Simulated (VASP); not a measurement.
# W (Immm) in VASP: electric field gradients with PBE

Aim: the electric field gradients of W with PBE.

All numbers are computed with VASP 6.6.1; they aren't measurements. Logs are shortened: lines on timing, memory, paths and dates and some standing lists are left out, and cuts for length are marked.

## (1) The cell of the first run

It takes space group Immm (No. 71, orthorhombic). Conventional cell: a = 2.849 Å, b = 2.892 Å, c = 4.060 Å, α = 90.00°, β = 90.00°, γ = 90.00°. W (site symmetry mmm) is surrounded by 12 W at 2.85 to 2.89 Å.

This isn't the form of W at room conditions, which is bcc.

## (2) Electric field gradients, PBE (xy shear strain of -1.5 %, crystal datasets)

The input, INCAR:

```
ALGO = Fast
EDIFF = 1E-8
ENCUT = 520
GGA = PE
ISIF = 2
ISMEAR = -1
LASPH = T
LCHARG = F
LEFG = T
LREAL = F
LWAVE = F
NBANDS = 13
NELM = 100
PREC = Accurate
SIGMA = 0.05
```

The input, KPOINTS:

```
k-points
0
Gamma
  14 14 14
```

The input, POSCAR:

```
W
1.0
   -0.0152250000      2.0300000000      2.0300000000
    2.0300000000     -0.0152250000      2.0300000000
    2.0147750000      2.0147750000      0.0000000000
W
1
Direct
    0.0000000000      0.0000000000      0.0000000000
```

Potentials or basis: VASP PAW PBE potentials, release 64 (W_sv).

Command:

```
> cat potpaw_PBE.64/W_sv/POTCAR > POTCAR
> mpirun -np 1 vasp_std > vasp.out
```

OUTCAR:

```text
EDIFF = 1E-8
   ENCUT = 520
   GGA = PE
   ISIF = 2
   ISMEAR = -1
   LASPH = T
   LREAL = F
   NELM = 100
   PREC = Accurate

 ion  position               nearest neighbor table
   1  0.000  0.000  0.000-

  LATTYP: Found a body centered orthorhombic cell.
 ALAT       =     2.8493221301
 B/A-ratio  =     1.0151133501
 C/A-ratio  =     1.4249003147

  Lattice vectors:

 A1 = (   0.0152250000,  -2.0300000000,  -2.0300000000)
 A2 = (  -0.0152250000,   2.0300000000,  -2.0300000000)
 A3 = (   2.0300000000,  -0.0152250000,   2.0300000000)

Analysis of symmetry for initial positions (statically):
=====================================================================
 Subroutine PRICEL returns:
 Original cell was already a primitive cell.

 Routine SETGRP: Setting up the symmetry group for a
 body centered orthorhombic supercell.

 Subroutine GETGRP returns: Found  8 space group operations
 (whereof  8 operations were pure point group operations)
 out of a pool of  8 trial point group operations.

The static configuration has the point symmetry D_2h.

Analysis of symmetry for dynamics (positions and initial velocities):
=====================================================================
 Subroutine PRICEL returns:
 Original cell was already a primitive cell.

 Routine SETGRP: Setting up the symmetry group for a
 body centered orthorhombic supercell.

 Subroutine GETGRP returns: Found  8 space group operations
 (whereof  8 operations were pure point group operations)
 out of a pool of  8 trial point group operations.

The dynamic configuration has the point symmetry D_2h.

 Subroutine INISYM returns: Found  8 space group operations
 (whereof  8 operations are pure point group operations),
 and found     1 'primitive' translations

----------------------------------------------------------------------------------------

                                     Primitive cell

  volume of cell :      16.7299

  direct lattice vectors                    reciprocal lattice vectors
    -0.015225000  2.030000000  2.030000000    -0.244471880  0.244471880  0.246305419
     2.030000000 -0.015225000  2.030000000     0.244471880 -0.244471880  0.246305419
     2.014775000  2.014775000  0.000000000     0.248166669  0.248166669 -0.246305419

  length of vectors
     2.870893903  2.870893903  2.849322130     0.424498951  0.424498951  0.428765379
[... 128 lines left out ...]

 E-fermi :  10.2187     XC(G=0): -13.3285

 val. band max:       10.2178510967   @ k =   0.1429   0.0714   0.4286
 cond. band min:      10.2249226660   @ k =   0.1429   0.0000   0.5000
 fundamental gap:      0.0070715693
 Fermi energy:        10.2187407622

 k-point     1 :       0.0000    0.0000    0.0000
  band No.  band energies     occupation
      1     -63.4855      2.00000
      2     -27.1584      2.00000
      3     -27.1397      2.00000
      4     -27.1200      2.00000
      5       1.3359      2.00000
      6       9.5597      2.00000
      7       9.6861      1.99995
      8       9.8274      1.99920
      9      12.7349      0.00000
     10      12.7354      0.00000
     11      22.9874      0.00000
     12      27.9219      0.00000
     13      28.1151      0.00000
[... 354 lines left out ...]
  band No.  band energies     occupation
      1     -63.4284      2.00000
      2     -27.6919      2.00000
      3     -27.2857      2.00000
      4     -27.2653      2.00000
      5       4.0048      2.00000
      6       7.9816      2.00000
      7       9.8386      1.99900
      8      10.9296      0.00000
      9      12.1151      0.00000
     10      13.7879      0.00000
     11      24.6621      0.00000
     12      27.5193      0.00000
     13      30.0142      0.00000

 [... further k-points ...]

------------------------ aborting loop because EDIFF is reached ----------------------------------------

  FORCE on cell =-STRESS in cart. coord.  units (eV):
  Direction    XX          YY          ZZ          XY          YZ          ZX
  --------------------------------------------------------------------------------------
  -------------------------------------------------------------------------------------
  Total       -0.4512090     -0.4512090     -0.4127919     -0.2579253      0.0000000      0.0000000
  in kB      -43.2110376    -43.2110376    -39.5319350    -24.7007891      0.0000000      0.0000000
  external PRESSURE =     -41.9846701 kB  Pullay stress =       0.0000000 kB

 VOLUME and BASIS-vectors are now :
 -----------------------------------------------------------------------------
  energy-cutoff  :      520.00
  volume of cell :       16.73
      direct lattice vectors                 reciprocal lattice vectors
    -0.015225000  2.030000000  2.030000000    -0.244471880  0.244471880  0.246305419
     2.030000000 -0.015225000  2.030000000     0.244471880 -0.244471880  0.246305419
     2.014775000  2.014775000  0.000000000     0.248166669  0.248166669 -0.246305419

 POSITION                                       TOTAL-FORCE (eV/Angst)
 -----------------------------------------------------------------------------------
      0.00000      0.00000      0.00000         0.000000      0.000000     -0.000000
 -----------------------------------------------------------------------------------
    total drift:                                0.000000     -0.000000     -0.000000

  FREE ENERGIE OF THE ION-ELECTRON SYSTEM (eV)
  ---------------------------------------------------
  free  energy   TOTEN  =       -12.4761129786 eV

  energy  without entropy=      -12.4660043536  energy(sigma->0) =      -12.47105867

 Electric field gradients (V/A^2)
---------------------------------------------------------------------
 ion       V_xx      V_yy      V_zz      V_xy      V_xz      V_yz
---------------------------------------------------------------------
   1       0.246     0.246    -0.491    -4.692    -0.000    -0.000
---------------------------------------------------------------------

 Electric field gradients after diagonalization (V/A^2)
 (convention: |V_zz| > |V_xx| > |V_yy|)
----------------------------------------------------------------------
 ion       V_xx      V_yy      V_zz     asymmetry (V_yy - V_xx)/ V_zz
----------------------------------------------------------------------
   1      -4.446    -0.491     4.937       0.801
----------------------------------------------------------------------

           NMR quadrupolar parameters

 Cq : quadrupolar parameter    Cq=e*Q*V_zz/h
 eta: asymmetry parameters     (V_yy - V_xx)/ V_zz
 Q  : nuclear electric quadrupole moment in mb (millibarn)
----------------------------------------------------------------------
 ion       Cq(MHz)       eta       Q (mb)
----------------------------------------------------------------------
   1       0.012       0.801       1.000
----------------------------------------------------------------------
```

OSZICAR:

```text
N       E                     dE             d eps       ncg     rms          rms(c)
DAV:   1     0.845487879690E+02    0.84549E+02   -0.74299E+03 11197   0.122E+03
DAV:   2    -0.114351253303E+02   -0.95984E+02   -0.92487E+02 12453   0.315E+02
DAV:   3    -0.131099569545E+02   -0.16748E+01   -0.16663E+01 12358   0.400E+01
DAV:   4    -0.131174860578E+02   -0.75291E-02   -0.75288E-02 12488   0.296E+00
DAV:   5    -0.131175557898E+02   -0.69732E-04   -0.69731E-04 12528   0.269E-01    0.183E+01
RMM:   6    -0.126039689493E+02    0.51359E+00   -0.42902E-01 11987   0.610E+00    0.734E+00
RMM:   7    -0.124793185917E+02    0.12465E+00   -0.28566E-01 12092   0.497E+00    0.821E-01
RMM:   8    -0.124763711803E+02    0.29474E-02   -0.11783E-02 13728   0.115E+00    0.232E-01
RMM:   9    -0.124761283569E+02    0.24282E-03   -0.16064E-03 13331   0.472E-01    0.262E-02
RMM:  10    -0.124761211944E+02    0.71625E-05   -0.24844E-04 14004   0.187E-01    0.882E-03
RMM:  11    -0.124761125144E+02    0.86801E-05   -0.35674E-05 14385   0.721E-02    0.371E-03
RMM:  12    -0.124761129763E+02   -0.46193E-06   -0.78532E-06 14548   0.339E-02    0.186E-03
RMM:  13    -0.124761129445E+02    0.31837E-07   -0.11639E-06 14632   0.134E-02    0.166E-03
RMM:  14    -0.124761131062E+02   -0.16168E-06   -0.35460E-07 13358   0.711E-03    0.505E-04
RMM:  15    -0.124761129849E+02    0.12127E-06   -0.10425E-07 11823   0.383E-03    0.281E-04
RMM:  16    -0.124761129786E+02    0.63214E-08   -0.35823E-08  9709   0.206E-03
   1 F= -.12476113E+02 E0= -.12471059E+02  d E =-.101086E-01
```

Wall time 54 s (1 thread of Intel Xeon Platinum 8488C (Sapphire Rapids), shared host); peak memory 0.21 GiB.

What came out:

* Free energy: -12.4761 eV
* Pressure: -4.2 GPa
* Band gap on the k mesh: none (metal or under the smearing width)

Electric field gradients, principal values (V/Å²):
```csv
atom,Vxx,Vyy,Vzz
1 W,-0.491,-4.446,4.937
```

The run has no spin-orbit coupling, so splittings on W are missing.
